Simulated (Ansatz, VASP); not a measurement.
# MoS2: VASP beside Ansatz

Aim: how closely do two programs agree when they are given the same cell, functional and k mesh? The structure shown is the end of the VASP relaxation below.

Program: Ansatz 0.2.0. Level of theory: plane waves, with VASP 6.6.1 beside it; single point at r2SCAN and band structure at r2SCAN. Results are calculated unless marked as measured.

## Step 1: Starting point

The cell holds 3 atoms: 2 S and 1 Mo. Its edges and angles: a = 3.184 Å, b = 3.184 Å, c = 18.104 Å, α = 90.0°, β = 90.0°, γ = 120.0°. It derives from MoS2. As first built, before any earlier steps moved the atoms: kind sheets cut from a layered crystal; sheets 1. Vacuum lies along c.

## Step 2: VASP: relaxation, r2SCAN

This run makes the geometry at which the two programs are then compared.

Lines of VASP's logs that name or quote its potential files are left out, and so is its time.

INCAR reads:

```
SYSTEM = MoS2
PREC = Normal
ENCUT = 300
EDIFF = 1E-05
NELM = 120
ISMEAR = 0
SIGMA = 0.05
LREAL = .FALSE.
ALGO = Normal
METAGGA = R2SCAN
LASPH = .TRUE.
NBANDS = 15
LORBIT = 11
LWAVE = .FALSE.
LCHARG = .FALSE.
KPAR = 2
IBRION = 2
NSW = 40
ISIF = 2
EDIFFG = -0.03
POTIM = 0.4
MAXMIX = 40
IDIPOL = 3
LDIPOL = .TRUE.
DIPOL = 0.5 0.5 0.5
```

POSCAR reads:

```
MoS2
1.0
    3.1837189490      0.0000000000      0.0000000000
   -1.5918594750      2.7571814880      0.0000000000
    0.0000000000      0.0000000000     18.1039034533
S Mo
2 1
Direct
    0.6666666670      0.3333333330      0.5857247020
    0.6666666670      0.3333333330      0.4142752980
    0.3333333330      0.6666666670      0.4999964480
```

KPOINTS reads:

```
Automatic mesh
0
Gamma
9 9 1
0 0 0
```

The projector-augmented-wave data sets are S and Mo (PBE family, release 64).

Launch:

```bash
$ mpirun -np 2 vasp_std
```

Numbers of over 12 decimals in the logs are rounded to 6 here.

Log:

```text
[banner, memory and clock lines left out]
running    2 mpi-ranks, on    1 nodes
 distrk:  each k-point on    1 cores,    2 groups
 distr:  one band on    1 cores,    1 groups

 POSCAR found type information on POSCAR S Mo
 POSCAR found :  2 types and       3 ions
|                                                                             |
|               ----> ADVICE to this user running VASP <----                  |
|                                                                             |
|     You enforced a specific xc type in the INCAR file but a different       |
|     [... a line on the potential file left out ...]
|     I HOPE YOU KNOW WHAT YOU ARE DOING!                                     |
|                                                                             |

 LDA part: xc-table for (None), standard interpolation
 POSCAR, INCAR and KPOINTS ok, starting setup
 FFT: planning ... GRIDC
 FFT: planning ... GRID_SOFT
 FFT: planning ... GRID
 WAVECAR not read
 entering main loop
       N       E                     dE             d eps       ncg     rms          rms(c)
DAV:   1     0.695528734157E+02    0.69553E+02   -0.51658E+03   360   0.598E+02
DAV:   2    -0.397670301029E+02   -0.10932E+03   -0.10332E+03   503   0.163E+02
DAV:   3    -0.492599966292E+02   -0.94930E+01   -0.93695E+01   494   0.574E+01
DAV:   4    -0.494323937213E+02   -0.17240E+00   -0.17227E+00   423   0.891E+00
DAV:   5    -0.494376330031E+02   -0.52393E-02   -0.52388E-02   508   0.147E+00    0.270E+01
DAV:   6    -0.453292887783E+02    0.41083E+01   -0.67713E+00   451   0.195E+01    0.107E+01
DAV:   7    -0.451136768348E+02    0.21561E+00   -0.25194E+00   458   0.150E+01    0.799E+00
DAV:   8    -0.449276698523E+02    0.18601E+00   -0.33859E-01   451   0.524E+00    0.118E+00
DAV:   9    -0.449390638265E+02   -0.11394E-01   -0.43580E-02   479   0.152E+00    0.354E-01
DAV:  10    -0.449388918611E+02    0.17197E-03   -0.31372E-03   437   0.431E-01    0.682E-02
DAV:  11    -0.449395525979E+02   -0.66074E-03   -0.55143E-04   451   0.170E-01    0.723E-02
DAV:  12    -0.449399033862E+02   -0.35079E-03   -0.52595E-05   444   0.486E-02    0.605E-02
DAV:  13    -0.449406314883E+02   -0.72810E-03   -0.97364E-04   416   0.183E-01    0.433E-02
DAV:  14    -0.449407029035E+02   -0.71415E-04   -0.30691E-05   472   0.447E-02    0.268E-02
DAV:  15    -0.449409514588E+02   -0.24856E-03   -0.23910E-05   407   0.358E-02    0.144E-02
DAV:  16    -0.449410005922E+02   -0.49133E-04   -0.48111E-05   444   0.403E-02    0.888E-03
DAV:  17    -0.449410485626E+02   -0.47970E-04   -0.98977E-06   394   0.210E-02    0.535E-03
DAV:  18    -0.449410756372E+02   -0.27075E-04   -0.40679E-06   384   0.139E-02    0.697E-03
DAV:  19    -0.449411114104E+02   -0.35773E-04   -0.41019E-06   342   0.167E-02    0.368E-03
DAV:  20    -0.449411289081E+02   -0.17498E-04   -0.13804E-06   369   0.105E-02    0.283E-03
DAV:  21    -0.449411271570E+02    0.17510E-05   -0.51287E-07   327   0.669E-03
   1 F= -.44941127E+02 E0= -.44941127E+02  d E =-.449411E+02
 curvature:   0.00 expect dE= 0.000E+00 dE for cont linesearch  0.000E+00
 trial: gam= 0.00000 g(F)=  0.447E-03 g(S)=  0.000E+00 ort = 0.000E+00 (trialstep = 0.100E+01)
 search vector abs. value=  0.447E-03
 bond charge predicted
       N       E                     dE             d eps       ncg     rms          rms(c)
DAV:   1    -0.449413173464E+02   -0.18844E-03   -0.18460E-02   360   0.751E-01    0.121E-01
DAV:   2    -0.449413324885E+02   -0.15142E-04   -0.11705E-03   402   0.225E-01    0.137E-01
DAV:   3    -0.449413821081E+02   -0.49620E-04   -0.93860E-05   395   0.690E-02    0.596E-02
DAV:   4    -0.449413980011E+02   -0.15893E-04   -0.18864E-05   400   0.291E-02    0.229E-02
DAV:   5    -0.449414173620E+02   -0.19361E-04   -0.60671E-06   348   0.176E-02    0.183E-02
DAV:   6    -0.449414200492E+02   -0.26872E-05   -0.13454E-06   320   0.109E-02
   2 F= -.44941420E+02 E0= -.44941420E+02  d E =-.292892E-03
 trial-energy change:   -0.000293  1 .order   -0.000273   -0.000447   -0.000098
 step:   1.2794(harm=  1.2794)  dis= 0.00376  next Energy=   -44.941413 (dE=-0.286E-03)
 reached required accuracy - stopping structural energy minimisation
```

From OUTCAR (step 2):

```text
ion  position               nearest neighbor table
   1  0.667  0.333  0.586-   3 2.41   3 2.41   3 2.41
   2  0.667  0.333  0.414-   3 2.41   3 2.41   3 2.41
   3  0.333  0.667  0.500-   2 2.41   2 2.41   2 2.41   1 2.41   1 2.41   1 2.41

  LATTYP: Found a hexagonal cell.
 ALAT       =     3.1837189490
 C/A-ratio  =     5.6864012632

 Subroutine GETGRP returns: Found 12 space group operations
 (whereof  6 operations were pure point group operations)

The static configuration has the point symmetry C_3v.
 The point group associated with its full space group is D_3h.

 Found     12 irreducible k-points:

   k-points           NKPTS =     12   k-points in BZ     NKDIM =     12   number of bands    NBANDS=     15

   dimension x,y,z NGX =    14 NGY =   14 NGZ =   80
   dimension x,y,z NGXF=    28 NGYF=   28 NGZF=  160

   ENCUT  =  300.0 eV  22.05 Ry    4.70 a.u.   4.50  4.50 25.57*2*pi/ulx,y,z

   NELECT =      18.0000    total number of electrons

 k-points in reciprocal lattice and weights: Automatic mesh
   0.00000000  0.00000000  0.00000000       0.012
   0.11111111 -0.00000000  0.00000000       0.074
   0.22222222 -0.00000000  0.00000000       0.074
   0.33333333 -0.00000000  0.00000000       0.074
   0.44444444 -0.00000000  0.00000000       0.074
   0.11111111  0.11111111  0.00000000       0.074
   0.22222222  0.11111111  0.00000000       0.148
   0.33333333  0.11111111  0.00000000       0.148
   0.44444444  0.11111111  0.00000000       0.074
   0.22222222  0.22222222  0.00000000       0.074
   0.33333333  0.22222222  0.00000000       0.148
   0.33333333  0.33333333  0.00000000       0.025

 dipolmoment           0.000000      0.000000     -0.000879 electrons x Angstroem

 average (electrostatic) potential at core
       1 -96.5729       2 -96.5641       3 -50.2392

 E-fermi :  -2.1495

 k-point     1 :       0.0000    0.0000    0.0000
  band No.  band energies     occupation
    ...
      5      -5.1863      2.00000
      6      -4.2253      2.00000
      7      -4.0160      2.00000
      8      -4.0160      2.00000
      9      -2.3624      2.00000
     10       0.5687      0.00000
     11       0.5687      0.00000
     12       0.8055      0.00000
     13       0.8055      0.00000
     14       3.5865      0.00000
    ...

 k-point     2 :       0.1111   -0.0000    0.0000
  band No.  band energies     occupation
    ...
      5      -4.9908      2.00000
      6      -4.9905      2.00000
      7      -4.3020      2.00000
      8      -3.5542      2.00000
      9      -2.4788      2.00000
     10       0.3818      0.00000
     11       0.4017      0.00000
     12       0.6012      0.00000
     13       0.8762      0.00000
     14       3.8588      0.00000
    ...

 k-point     3 :       0.2222   -0.0000    0.0000
  band No.  band energies     occupation
    ...
      5      -5.9001      2.00000
      6      -4.8889      2.00000
      7      -4.4796      2.00000
      8      -3.6716      2.00000
      9      -2.9695      2.00000
     10      -0.0283      0.00000
     11       0.2014      0.00000
     12       0.6126      0.00000
     13       1.4695      0.00000
     14       4.5573      0.00000
    ...

  Total       -0.1131053     -0.1131053     -0.1085894      0.0000000      0.0000000     -0.0000000
  in kB       -1.1403053     -1.1403053     -1.0947773      0.0000000      0.0000000     -0.0000000
  external PRESSURE =      -1.1251293 kB  Pullay stress =       0.0000000 kB

  energy-cutoff  :      300.00
  volume of cell :      158.92
      direct lattice vectors                 reciprocal lattice vectors
     3.183718949  0.000000000  0.000000000     0.314098077  0.181344609  0.000000000
    -1.591859475  2.757181488  0.000000000     0.000000000  0.362689219  0.000000000
     0.000000000  0.000000000 18.103903453     0.000000000  0.000000000  0.055236706

 POSITION                                       TOTAL-FORCE (eV/Angst)
 -----------------------------------------------------------------------------------
      1.59186      0.91906     10.60684        -0.000000      0.000000      0.016627
      1.59186      0.91906      7.49706        -0.000000      0.000000     -0.016627
     -0.00000      1.83812      9.05189         0.000000     -0.000000      0.000000
 -----------------------------------------------------------------------------------
    total drift:                               -0.000016      0.000010     -0.117124

  FREE ENERGIE OF THE ION-ELECTRON SYSTEM (eV)
  ---------------------------------------------------
  free  energy   TOTEN  =       -44.9414200492 eV

  energy  without entropy=      -44.9414200492  energy(sigma->0) =      -44.94142005

 reached required accuracy - stopping structural energy minimisation

 vacuum level on the upper side and lower side of the slab         3.772         3.791

 total charge
# of ion       s       p       d       tot
------------------------------------------
    1        1.356   2.364   0.000   3.719
    2        1.356   2.364   0.000   3.719
    3        0.415   0.606   4.433   5.454
--------------------------------------------------
tot          3.126   5.333   4.433  12.892

[... 3 further parts left out ...]
```

This run has no spin polarisation, although Mo can carry a moment. The gap is read on the k-mesh alone, so it is an upper bound where the band edges lie off the mesh. The data set Mo keeps the semicore shell frozen, which is cheaper and a little less accurate.

## Step 3: Ansatz: single point, r2SCAN

Ansatz runs on its default PAW (the set named soft_2) files.

The same cell, functional, mesh and smearing now go to Ansatz, which takes its cutoff from its data sets.

input.yaml reads:

```yaml
crystal:
  lattice:
    - [3.18371895, 0.0, 0.0]
    - [-1.59185947, 2.75718149, 0.0]
    - [0.0, 0.0, 18.10390345]
  atoms:
    - { symbol: S, position: [0.66666667, 0.33333333, 0.585887] }
    - { symbol: S, position: [0.66666667, 0.33333333, 0.414113] }
    - { symbol: Mo, position: [0.33333333, 0.66666667, 0.49999645] }
hamiltonian:
  xc: r2scan
  pseudopotentials: { kind: paw }
kpoints:
  mp_grid: { grid: [9, 9, 1] }
scf:
  occupations: { method: gaussian, width: 0.05 }
  n_extra_bands: 4
efield:
  axis: 3
  dipole_correction: true
  ramp_width: 0.04
output:
  forces: true
  eigenvalues: true
  write_density: true
  write_potential: true
  elf: true
  volumetric_format: npy
```

Launch:

```bash
$ ansatz run input.yaml --threads 2 --pin off --max-ram 4608MiB --backend cpu --events-out ev --progress --plain --runs-dir out
```

Log:

```text
scf.n_extra_bands = 4 over 13 filled bands (N_el = 26.0): the run solves 17 bands
Engine: ansatz 0.2.0, aarch64-unknown-linux-gnu
Pseudopotentials: kind: paw
Pseudopotential: S, paw, valence charge 6, recommended cutoff 500 eV (meta_gga), S.paw.azcp
Pseudopotential: Mo, paw, valence charge 14, recommended cutoff 500 eV (meta_gga), Mo.paw.azcp
Functional definition: r2SCAN
  parameter k0 = 0.174
  parameter k1 = 0.065
  parameter a1 = 4.9479
  exchange = r2scan_x(k0 = k0, k1 = k1, a1 = a1)
  correlation = r2scan_c
Crystal: 3 atoms, lattice volume = 158.918 Å³
Basis set: ecut = 500 eV, 4033 PW (Γ), exchange–correlation on 96×96×540 points (64 copies of the dense FFT grid, shifted against one another)
Bands: 17, of which v1, the nominal top of the filled ones, is band 13 counted from 1 (12 counted from 0)
Symmetry: 6 space group operations
Space group: P3m1 (ITA 156), of the structure as read, at distance tolerance 5.4e-5 Å
k-points: 12 of 81 (time reversal used)
Non-local potential: S, projectors of the file, l = 0: 2, l = 1: 2, l = 2: 2
Non-local potential: Mo, projectors of the file, l = 0: 3, l = 1: 2, l = 2: 2, l = 3: 1
PAW form: soft (Blöchl's): semilocal exchange-correlation on the pseudo side does not see the compensation charge
PAW frozen core: S, regenerated for the run's functional (the file was generated under x = pbe(κ = 0.804, μ = 0.219515), c = pbe(β = 0.066725))
PAW frozen core: Mo, regenerated for the run's functional (the file was generated under x = pbe(κ = 0.804, μ = 0.219515), c = pbe(β = 0.066725))
PAW one-centre angular grid: S, 302 points (default); XC on 160 Gauss nodes
PAW one-centre angular grid: Mo, 590 points (default); XC on 160 Gauss nodes
Initial density: superposition of atomic densities (neutral atoms: chi_scale 0, normalization atom), corrected by the library's trained network
Initial wavefunctions: pseudopotential atomic-orbital guess
Functional: x = r2scan, c = r2scan; τ floored in thin density (d = 2e-4 eV/Å³)
SCF iter   1: F=—  HF=-6782.074462 eV  |F-HF|=—  |Δ(HF+E_count)|=         —  Δρ=5.62e-3  dr2=5.30e-2  dr2_τ=5.06e-2  ethr=1.77e-3  p=-0.000 e·Å  D=-6.71e-6 V/Å  ΔV_dip=0.00 eV  dr2_dipole=7.25e-8  V_vac-E_F(+/−)=5.22/5.22 eV  ⟨swp⟩=9.5  Hψ=1465  notcnv=0
efield: sawtooth ramp at fractional position 0.9800 (placed from the atoms, in the widest stretch of the axis that holds none; the zero of the levels goes with the place), width 0.0400; the density the first Hamiltonian is built on has a dipole p = -0.000 e·Å; the dipole correction subtracts the counter field D = -6.71e-6 V/Å, which shifts the + side's vacuum level by +0.00 eV against the − side's; the planar-averaged density in the ramp window peaks in size at 5.1e-5 e/Å³
preconditioner: auto → none  [insulator: Δε(μ)=1.747 eV  Ē_g=8.557 eV  σ=0.050 eV  W_gap=1.00  n_scr=10 (ndim 8)  ℏωp=12.5 eV  f_vac=0.631  D(μ)=0.00/eV (n_scr^D=0)  ε∞_Penn≈3.1]
SCF iter   2: F=—  HF=-6782.141949 eV  |F-HF|=—  |Δ(HF+E_count)|=   6.75e-2  Δρ=6.39e-3  dr2=1.81e-1  dr2_τ=1.19e-2  ethr=2.04e-4  p=-0.000 e·Å  D=-2.10e-4 V/Å  ΔV_dip=0.00 eV  dr2_dipole=2.27e-6  V_vac-E_F(+/−)=5.62/5.62 eV  ⟨swp⟩=3.3  Hψ=584  notcnv=0  recentre
SCF iter   3: F=—  HF=-6782.116068 eV  |F-HF|=—  |Δ(HF+E_count)|=   2.59e-2  Δρ=3.39e-3  dr2=1.25e-2  dr2_τ=5.01e-4  ethr=2.04e-4  p=0.000 e·Å  D=9.96e-5 V/Å  ΔV_dip=-0.00 eV  dr2_dipole=4.47e-7  V_vac-E_F(+/−)=5.28/5.28 eV  ⟨swp⟩=3.2  Hψ=400  notcnv=0
SCF iter   4: F=—  HF=-6782.119022 eV  |F-HF|=—  |Δ(HF+E_count)|=   2.95e-3  Δρ=1.34e-3  dr2=8.57e-4  dr2_τ=8.92e-5  ethr=4.82e-5  p=-0.000 e·Å  D=-4.63e-4 V/Å  ΔV_dip=0.01 eV  dr2_dipole=9.95e-6  V_vac-E_F(+/−)=5.31/5.30 eV  ⟨swp⟩=2.7  Hψ=371  notcnv=0
SCF iter   5: F=—  HF=-6782.120661 eV  |F-HF|=—  |Δ(HF+E_count)|=   1.64e-3  Δρ=2.81e-4  dr2=1.04e-3  dr2_τ=1.32e-5  ethr=3.30e-6  p=0.002 e·Å  D=2.60e-3 V/Å  ΔV_dip=-0.05 eV  dr2_dipole=3.09e-4  V_vac-E_F(+/−)=5.25/5.30 eV  ⟨swp⟩=2.7  Hψ=416  notcnv=0
SCF iter   6: F=—  HF=-6782.120543 eV  |F-HF|=—  |Δ(HF+E_count)|=   1.18e-4  Δρ=1.06e-4  dr2=1.50e-5  dr2_τ=1.67e-6  ethr=3.30e-6  p=-0.000 e·Å  D=-2.35e-4 V/Å  ΔV_dip=0.00 eV  dr2_dipole=2.48e-6  V_vac-E_F(+/−)=5.27/5.27 eV  ⟨swp⟩=2.0  Hψ=237  notcnv=0
SCF iter   7: F=—  HF=-6782.120606 eV  |F-HF|=—  |Δ(HF+E_count)|=   6.30e-5  Δρ=3.94e-5  dr2=1.03e-6  dr2_τ=4.15e-7  ethr=5.77e-8  p=-0.000 e·Å  D=-1.30e-6 V/Å  ΔV_dip=0.00 eV  dr2_dipole=9.12e-9  V_vac-E_F(+/−)=5.27/5.27 eV  ⟨swp⟩=3.0  Hψ=417  notcnv=0
SCF iter   8: F=—  HF=-6782.120607 eV  |F-HF|=—  |Δ(HF+E_count)|=   1.68e-6  Δρ=1.36e-5  dr2=1.73e-7  dr2_τ=4.66e-8  ethr=3.98e-9  p=-0.000 e·Å  D=-6.01e-6 V/Å  ΔV_dip=0.00 eV  dr2_dipole=1.47e-10  V_vac-E_F(+/−)=5.27/5.27 eV  ⟨swp⟩=2.6  Hψ=416  notcnv=0
SCF iter   9: F=-6782.120608 eV  HF=-6782.120607 eV  |F-HF|=3.50e-8  |Δ(HF+E_count)|=   2.41e-7  Δρ=3.88e-6  dr2=1.52e-8  dr2_τ=1.25e-9  ethr=3.85e-10  p=0.000 e·Å  D=4.56e-6 V/Å  ΔV_dip=-0.00 eV  dr2_dipole=1.68e-10  V_vac-E_F(+/−)=5.27/5.27 eV  ⟨swp⟩=13.0  Hψ=1826  notcnv=0
SCF 1 converged in 9 iterations: F = -6782.120608 eV  dr2 = 1.52e-8
  greatest PAW one-centre occupation: 0.996 electrons in one spin orbital (limit 2), on the Mo atom at site 2 (counted from 0), in its partial waves of l = 0
WARN: The output density's exchange-correlation potential varies sharply where the density is thin. Do not read a vacuum level from v_tot or v_xc, or from such a field of the output density. On a cell that repeats whose density bears no net charge and no dipole along the vacuum's axis use v_es (v_loc + v_h of the components); under efield.dipole_correction with no amplitude use v_es + v_field, which holds any externa [...]
SCF converged after 9 iterations
Free energy (F): -6782.120608 eV
Harris-Foulkes:  -6782.120607 eV  (|F-HF|=3.50e-8)
Internal energy: -6782.120608 eV  (E = F + TS)
E sigma→0 (E₀):  -6782.120608 eV
Fermi energy:    0.214781 eV
Dipole field:    D = -0.000015 V/Å  (p = -0.000013 e·Å, saw-weighted, corrected)
Work function:   Φ+ = 5.2674 eV   Φ− = 5.2671 eV
Levels:          The Fermi level and band energies are counted from a zero that moves with the ramp; work functions are not
--- Per-component energies (eV) ---
  E_band       = -455.182082
  E_kinetic    = 654.032444
  E_local      = -13899.691246  (includes V_loc(G=0)·N_el)
  E_nonlocal   = 198.360054
  E_hartree    = 6582.966286
  E_xc         = -362.229816
  E_vxc        = -445.708173  (∫ρ·V_xc dr)
  E_paw        = -4435.792481  (= ΣΔE_a)
  E_vpaw       = -154.089410  (= ΣTr[D̂ρ^β])
  E_aug_tail   = 0.000008  (compensation charges beyond the density's cutoff)
  E_vtau       = 25.983797  (kinetic-family band-sum trace: ∫τ·v_τ [+ j·A + Jᵃ·Aᵃ] dr)
  E_efield     = 0.000000  (sawtooth field / dipole correction)
  E_vefield    = -0.000000  (∫n·V_field dr)
  E_ewald      = 4480.674880
  E_core_change = -0.440737  (= ΣΔE_core)
  E_smearing   = -0.000000  (= −TS)
  E_closure    = -0.000000  (closes the sum)
  Σ components = -6782.120608   (vs F -6782.120608, Δ=0.00e0)
--- Forces (eV/Å), atoms counted from 1 ---
  atom   1  S      0.00000000     0.00000000    -0.05087043
  atom   2  S      0.00000000     0.00000000     0.04886205
  atom   3  Mo    -0.00000000     0.00000000     0.00196978
  max |Σ_I F_I| component: 3.86e-5 eV/Å
--- Band table (eV; the first three rows and the last of 12) ---
  k-point 0: bands = [... 9 lower, -2.5371, -2.3233, -2.3233, -0.6306, 2.2621, 2.2621, 2.5157, 2.5157]
  k-point 1: bands = [... 9 lower, -3.2806, -2.6076, -1.8577, -0.7467, 2.0929, 2.1046, 2.3107, 2.5771]
  k-point 2: bands = [... 9 lower, -3.1900, -2.7765, -1.9669, -1.2414, 1.6864, 1.9149, 2.3259, 3.1876]
  k-point 11: bands = [... 9 lower, -4.4045, -3.6786, -2.9465, -0.7076, 1.0612, 2.6291, 3.0815, 4.5065]
```

The job ended after 6 s (2 threads of Arm Neoverse V2, shared host; peak memory 0.64 GiB).

## Step 4: Comparison

Known differences besides the PAW data sets themselves: VASP keeps PBE cores, Ansatz makes them for the functional; the data sets hold 26 valence electrons in Ansatz (default PAW (the set named soft_2) files) and 18 in VASP; the cutoff is 500 eV in Ansatz and 300 eV in VASP (PREC = Normal). Total energies have different zeros and are not compared.

Both answers:

```tsv
quantity	Ansatz	VASP	difference
gap on the k mesh (eV)	1.692	1.714	-0.023
```

At this near-relaxed geometry the largest component of a force difference is 67 meV/Å.

## Step 5: Looking for the cause

The difference is large enough to ask for its cause, so further runs change the set-up of one program at a time, as the table lists.

```tsv
run	r.m.s. force difference (meV/Å)
as above	31
cores kept as stored, as VASP does	36
Ansatz's larger PAW set (cutoff 640 eV)	31
norm-conserving potentials (cutoff 1088 eV)	30
```

[end of part 1 of 2]

[Lines on the potential files, build, host, timing and source positions are cut from VASP's logs without a mark.]

[Logs are printed without paths, hosts, clocks, repeated set-up lines and the standing remarks that a program may print on its own settings, such as how far it seeks lower states.]

[Hosts, paths, dates, database ids (printed as entryN), source tags and the programs' standing remarks are cut or masked in the printed files.]
